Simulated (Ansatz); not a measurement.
## How far do frozen cores hold at 0.4 of the volume?

Ansatz 0.2.0 under PBE, scalar-relativistic: all-electron LAPW against the default frozen-core PAW files and norm-conserving files, on the same cells and meshes. Each crystal is compressed to 0.4 of its own relaxed volume, with k spacings near 0.17 Å⁻¹ and smearing of 0.05 to 0.1 eV; spin polarisation is left out. The structure types needn't be the stable ones.

Task: For which of Na (simple hexagonal), As (bcc), Pt (omega), Sb (beta tin), Zr (bcc) does the PAW pressure depart most from LAPW, and by how much?

Result: Pt (omega), by +0.28 %. All values:

| crystal | V (Å³/atom) | P LAPW (GPa) | PAW − LAPW (%) | energy rise, PAW − LAPW (meV/atom) | norm-conserving − LAPW (%) |
| --- | --- | --- | --- | --- | --- |
| Na (simple hexagonal) | 15.38 | 35.0 | 0.10 | -1 | 0.03 |
| As (bcc) | 7.64 | 542.6 | 0.10 | 2 | 0.00 |
| Pt (omega) | 6.41 | 2083 | 0.28 | 55 | 0.37 |
| Sb (beta tin) | 11.80 | 395.3 | 0.06 | 4 | 0.31 |
| Zr (bcc) | 9.14 | 405.1 | 0.08 | -2 | -0.05 |
